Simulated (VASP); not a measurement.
# MgO (Fm-3m) in VASP: Born charges and dielectric tensor with PBE

Aim: the Born charges and dielectric tensor of MgO with PBE.

All numbers are computed with VASP 6.6.1; they aren't measurements. Logs are shortened: lines on timing, memory, paths and dates and some standing lists are left out, and cuts for length are marked.

**Measured values to compare with.**

“Electronic structure of alkaline earth and post-transition metal oxides”, 2009, arxiv:0908.1581 quotes, for a bulk crystal of MgO: band gap 7.83 eV.

“Infrared Optical Properties of Ferropericlase (Mg1-xFexO): Experiment and Theory”, 2007, arxiv:0704.2267 reports, for a bulk crystal of MgO at 295 K: high-frequency dielectric constant 2.95 ± 0.1.

The results are compared with them further down.

### Step 1. The structure

Symmetry: Fm-3m, No. 225, cubic system. Conventional cell: a = 4.245 Å, b = 4.245 Å, c = 4.245 Å, α = 90.00°, β = 90.00°, γ = 90.00°. Around Mg (site symmetry m-3m) lie 6 O at 2.12 Å. O (site symmetry m-3m) is surrounded by 6 Mg at 2.12 Å.

### Step 2. Born charges and dielectric tensor, PBE

INCAR reads:

```
ALGO = Fast ; EDIFF = 1E-8
ENCUT = 600 ; GGA = PE
IBRION = 8 ; ISIF = 2
ISMEAR = 0 ; LASPH = T
LCHARG = F ; LEPSILON = T
LREAL = F ; LWAVE = F
NELM = 80 ; NSW = 1
PREC = Accurate ; SIGMA = 0.02
```

KPOINTS reads:

```
k-points
0
Gamma
  10 10 10
```

POSCAR reads:

```
MgO
1.0
    0.0000000000      2.1223700000      2.1223700000
    2.1223700000      0.0000000000      2.1223700000
    2.1223700000      2.1223700000      0.0000000000
Mg O
1 1
Direct
    0.0000000000      0.0000000000      0.0000000000
    0.5000000000      0.5000000000      0.5000000000
```

Potentials or basis: VASP PAW PBE potentials, release 64 (Mg, O).

The run is started by

```
> cat potpaw_PBE.64/Mg/POTCAR potpaw_PBE.64/O/POTCAR > POTCAR
> mpirun -np 1 vasp_std > vasp.out
```

OUTCAR:

```text
EDIFF = 1E-8
   ENCUT = 600
   GGA = PE
   IBRION = 8
   ISIF = 2
   ISMEAR = 0
   LASPH = T
   LEPSILON = T
   LREAL = F
   NELM = 80
   NSW = 1
   PREC = Accurate

 ion  position               nearest neighbor table
   1  0.000  0.000  0.000-   2 2.12   2 2.12   2 2.12   2 2.12   2 2.12   2 2.12
   2  0.500  0.500  0.500-   1 2.12   1 2.12   1 2.12   1 2.12   1 2.12   1 2.12

  LATTYP: Found a face centered cubic cell.
 ALAT       =     4.2447400000

  Lattice vectors:

 A1 = (   0.0000000000,   2.1223700000,   2.1223700000)
 A2 = (   2.1223700000,   0.0000000000,   2.1223700000)
 A3 = (   2.1223700000,   2.1223700000,   0.0000000000)

Analysis of symmetry for initial positions (statically):
=====================================================================
 Subroutine PRICEL returns:
 Original cell was already a primitive cell.

 Routine SETGRP: Setting up the symmetry group for a
 face centered cubic supercell.

 Subroutine GETGRP returns: Found 48 space group operations
 (whereof 48 operations were pure point group operations)
 out of a pool of 48 trial point group operations.

The static configuration has the point symmetry O_h .

Analysis of symmetry for dynamics (positions and initial velocities):
=====================================================================
 Subroutine PRICEL returns:
 Original cell was already a primitive cell.

 Routine SETGRP: Setting up the symmetry group for a
 face centered cubic supercell.

 Subroutine GETGRP returns: Found 48 space group operations
 (whereof 48 operations were pure point group operations)
 out of a pool of 48 trial point group operations.

The dynamic configuration has the point symmetry O_h .

 Subroutine INISYM returns: Found 48 space group operations
 (whereof 48 operations are pure point group operations),
 and found     1 'primitive' translations

----------------------------------------------------------------------------------------

                                     Primitive cell

  volume of cell :      19.1202

  direct lattice vectors                    reciprocal lattice vectors
     0.000000000  2.122370000  2.122370000    -0.235585690  0.235585690  0.235585690
     2.122370000  0.000000000  2.122370000     0.235585690 -0.235585690  0.235585690
     2.122370000  2.122370000  0.000000000     0.235585690  0.235585690 -0.235585690

  length of vectors
     3.001484438  3.001484438  3.001484438     0.408046384  0.408046384  0.408046384

  position of ions in fractional coordinates (direct lattice)
     0.000000000  0.000000000  0.000000000
     0.500000000  0.500000000  0.500000000

  ion indices of the primitive-cell ions
   primitive index   ion index
                 1           1
                 2           2

----------------------------------------------------------------------------------------

 KPOINTS: k-points

Automatic generation of k-mesh.
 Grid dimensions read from file:
 generate k-points for:   10   10   10

 Generating k-lattice:

  Cartesian coordinates                     Fractional coordinates (reciprocal lattice)
    -0.023558569  0.023558569  0.023558569     0.100000000  0.000000000  0.000000000
     0.023558569 -0.023558569  0.023558569     0.000000000  0.100000000  0.000000000
     0.023558569  0.023558569 -0.023558569     0.000000000  0.000000000  0.100000000

  Length of vectors
     0.040804638  0.040804638  0.040804638

  Shift w.r.t. Gamma in fractional coordinates (k-lattice)
     0.000000000  0.000000000  0.000000000

 Subroutine IBZKPT returns following result:
 ===========================================

 Found     47 irreducible k-points:

[... 371 lines left out ...]
  energy-cutoff  :      600.00
  volume of cell :       19.12
      direct lattice vectors                 reciprocal lattice vectors
     0.000000000  2.122370000  2.122370000    -0.235585690  0.235585690  0.235585690
     2.122370000  0.000000000  2.122370000     0.235585690 -0.235585690  0.235585690
     2.122370000  2.122370000  0.000000000     0.235585690  0.235585690 -0.235585690

 POSITION                                       TOTAL-FORCE (eV/Angst)
 -----------------------------------------------------------------------------------
      0.00000      0.00000      0.00000        -0.000000     -0.000000      0.000000
      2.12237      2.12237      2.12237         0.000000      0.000000     -0.000000
 -----------------------------------------------------------------------------------
    total drift:                               -0.000000     -0.000000      0.000000

  FREE ENERGIE OF THE ION-ELECTRON SYSTEM (eV)
  ---------------------------------------------------
  free  energy   TOTEN  =       -11.9149639070 eV

  energy  without entropy=      -11.9149639070  energy(sigma->0) =      -11.91496391

 HEAD OF MICROSCOPIC STATIC DIELECTRIC TENSOR (INDEPENDENT PARTICLE, excluding Hartree and local field effects)
 ------------------------------------------------------
           3.224886    -0.000000     0.000000
           0.000000     3.224886     0.000000
          -0.000000     0.000000     3.224886
 ------------------------------------------------------

 Free energy of the ion-electron system (eV)
  ---------------------------------------------------
  ---------------------------------------------------
  free energy    TOTEN  =        -0.12605781 eV

  energy without entropy =       -0.12605781

------------------------ aborting loop because EDIFF is reached ----------------------------------------

--------------------------------------- Ionic step        2  -------------------------------------------

------------------------ aborting loop because EDIFF is reached ----------------------------------------

--------------------------------------- Ionic step        3  -------------------------------------------

------------------------ aborting loop because EDIFF is reached ----------------------------------------

 PIEZOELECTRIC TENSOR FIELD DIRECTION 3  (e Angst)
 -----------------------------------------------------------------------------
    -0.00015  0.00000  0.00000           ( -0.00001  0.00000  0.00000)
     0.00000 -0.00015  0.00000           (  0.00000 -0.00001  0.00000)
     0.00000 -0.00000 -0.00017           (  0.00000  0.00000 -0.00001)

 PIEZOELECTRIC TENSOR FIELD DIRECTION 3  (C/m^2)
 -----------------------------------------------------------------------------
    -0.00013  0.00000  0.00000
     0.00000 -0.00013  0.00000
     0.00000 -0.00000 -0.00014

--------------------------------------- Ionic step        4  -------------------------------------------

------------------------ aborting loop because EDIFF is reached ----------------------------------------

[... ionic steps 5 to 6 ...]

--------------------------------------- Ionic step        7  -------------------------------------------

 Free energy of the ion-electron system (eV)
  ---------------------------------------------------
  ---------------------------------------------------
  free energy    TOTEN  =        -0.36050498 eV

  energy without entropy =       -0.36050498

------------------------ aborting loop because EDIFF is reached ----------------------------------------

 INTERNAL STRAIN TENSOR  FOR ION    2  DIRECTION 1   (eV/Angst):
 -----------------------------------------------------------------------------
    -0.00453 -0.00000  0.00000
    -0.00000  0.00694 -0.00000
     0.00000 -0.00000  0.00694

 MACROSCOPIC STATIC DIELECTRIC TENSOR (including local field effects in DFT)
 ------------------------------------------------------
           3.161170     0.000000     0.000000
           0.000000     3.161170     0.000000
           0.000000     0.000000     3.161170
 ------------------------------------------------------

 PIEZOELECTRIC TENSOR (including local field effects)  for field in x, y, z        (e  Angst)
          XX          YY          ZZ          XY          YZ          ZX
  --------------------------------------------------------------------------------
  x     0.00000     0.00000     0.00000     0.00000     0.00000     0.00000
  y     0.00000     0.00000     0.00000     0.00000     0.00000     0.00000
  z     0.00000     0.00000     0.00000     0.00000     0.00000     0.00000

 PIEZOELECTRIC TENSOR (including local field effects)  for field in x, y, z        (C/m^2)
          XX          YY          ZZ          XY          YZ          ZX
  --------------------------------------------------------------------------------
  x     0.00000     0.00000     0.00000     0.00000     0.00000     0.00000
  y     0.00000     0.00000     0.00000     0.00000     0.00000     0.00000
  z     0.00000     0.00000     0.00000     0.00000     0.00000     0.00000

 BORN EFFECTIVE CHARGES (including local field effects) (in |e|, cummulative output)
 ---------------------------------------------------------------------------------
 ion    1
    1     1.97868    -0.00000     0.00000
    2     0.00000     1.97868     0.00000
    3     0.00000     0.00000     1.97868
 ion    2
    1    -1.97868     0.00000    -0.00000
    2    -0.00000    -1.97868    -0.00000
    3    -0.00000     0.00000    -1.97868

 INTERNAL STRAIN TENSOR FOR ION    2 for displacements in x,y,z  (eV/Angst):
          X           Y           Z          XY          YZ          ZX
  --------------------------------------------------------------------------------
  x     0.00000     0.00000     0.00000     0.00000     0.00000     0.00000
  y     0.00000     0.00000     0.00000     0.00000     0.00000     0.00000
  z     0.00000     0.00000     0.00000     0.00000     0.00000     0.00000

 SECOND DERIVATIVES (NOT SYMMETRIZED)
 ------------------------------------
               1X          1Y          1Z          2X          2Y          2Z
  1X    -4.941538    0.000000    0.000000    4.941538    0.000000    0.000000
  1Y     0.000000   -4.941538    0.000000    0.000000    4.941538    0.000000
  1Z     0.000000    0.000000   -4.941538    0.000000    0.000000    4.941538
  2X     4.966761    0.000000    0.000000   -4.966761    0.000000    0.000000
  2Y     0.000000    4.966761    0.000000    0.000000   -4.966761    0.000000
  2Z     0.000000    0.000000    4.966761    0.000000    0.000000   -4.966761

 Eigenvectors and eigenvalues of the dynamical matrix
 ----------------------------------------------------

   1 f  =   11.205239 THz    70.404595 2PiTHz  373.766550 cm-1    46.341125 meV
             X         Y         Z           dx          dy          dz
      0.000000  0.000000  0.000000     0.629091    0.000000    0.000000
      2.122370  2.122370  2.122370    -0.777332   -0.000000    0.000000
[... 21 lines left out ...]
   6 f/i=    0.013949 THz     0.087644 2PiTHz    0.465290 cm-1     0.057689 meV
             X         Y         Z           dx          dy          dz
      0.000000  0.000000  0.000000     0.046228    0.321404    0.706263
      2.122370  2.122370  2.122370     0.037412    0.260111    0.571575

--------------------------------------------------------------------------------------------------------

 MACROSCOPIC STATIC DIELECTRIC TENSOR IONIC CONTRIBUTION
 ------------------------------------------------------
           7.479169     0.000000     0.000000
           0.000000     7.479169     0.000000
           0.000000     0.000000     7.479169
 ------------------------------------------------------

 ELASTIC MODULI CONTR FROM IONIC RELAXATION (kBar)
 Direction    XX          YY          ZZ          XY          YZ          ZX
 --------------------------------------------------------------------------------
 XX           0.0000      0.0000      0.0000      0.0000      0.0000      0.0000
 YY           0.0000      0.0000      0.0000      0.0000      0.0000      0.0000
 ZZ           0.0000      0.0000      0.0000      0.0000      0.0000      0.0000
 XY           0.0000      0.0000      0.0000      0.0000      0.0000      0.0000
 YZ           0.0000      0.0000      0.0000      0.0000      0.0000      0.0000
 ZX           0.0000      0.0000      0.0000      0.0000      0.0000      0.0000
 --------------------------------------------------------------------------------

 PIEZOELECTRIC TENSOR IONIC CONTR  for field in x, y, z        (C/m^2)
          XX          YY          ZZ          XY          YZ          ZX
  --------------------------------------------------------------------------------
  x     0.00000     0.00000     0.00000     0.00000     0.00000     0.00000
  y     0.00000     0.00000     0.00000     0.00000     0.00000     0.00000
  z     0.00000     0.00000     0.00000     0.00000     0.00000     0.00000
```

Run time: 82 s. Hardware: 1 thread of Intel Xeon Platinum 8375C at 2.90GHz (Ice Lake), shared host; peak memory 0.19 GiB.

Results:

```yaml
Band_gap_on_the_k_mesh: 4.51 eV, direct
Electronic_dielectric_tensor_diagonal: 3.16
Born_charges_mean_of_the_diagonal: Mg +1.98; O -1.98 e
Highest_phonon_frequency_at_Γ_LO-TO_splitting_left_out: 374 cm⁻¹
```

Levels at points of the mesh, in eV from the valence-band top:
| k point | band 1 | band 2 | band 3 | band 4 | band 5 | band 6 | band 7 | band 8 |
| --- | --- | --- | --- | --- | --- | --- | --- | --- |
| (0.00, 0.00, 0.00) | -17.15 | 0.00 | 0.00 | 0.00 | 4.51 | 15.67 | 15.67 | 15.67 |
| (0.50, 0.00, 0.00) | -15.92 | -4.52 | -0.63 | -0.63 | 7.75 | 12.34 | 16.07 | 16.07 |
| (0.50, 0.50, 0.00) | -15.67 | -3.99 | -1.32 | -1.32 | 9.09 | 9.72 | 12.85 | 18.62 |

Phonon frequencies in cm⁻¹ (negative: imaginary):
| q point | frequencies |
| --- | --- |
| (0.000, 0.000, 0.000) | 0 0 0 374 374 374 |

Electronic dielectric tensor:
```
3.16 0.00 0.00
0.00 3.16 0.00
0.00 0.00 3.16
```

Born effective charge tensors (e):
atom 1, Mg
```
1.98 0.00 0.00
0.00 1.98 0.00
0.00 0.00 1.98
```
atom 2, O
```
-1.98  0.00  0.00
 0.00 -1.98  0.00
 0.00  0.00 -1.98
```

### Step 3. How close it comes

Step 2. Measured gap of MgO: 7.83 eV (quoted in “Electronic structure of alkaline earth and post-transition metal oxides”, 2009, arxiv:0908.1581). This calculation gives 4.51 eV (-3.32 eV). The value is that of PBE, without temperature or zero-point motion. Semilocal functionals fall short of measured gaps as a rule. Against the measured high-frequency dielectric constant of MgO, 2.95 (295 K; “Infrared Optical Properties of Ferropericlase (Mg1-xFexO): Experiment and Theory”, 2007, arxiv:0704.2267), the calculated 3.16 is off by +7.2 %.
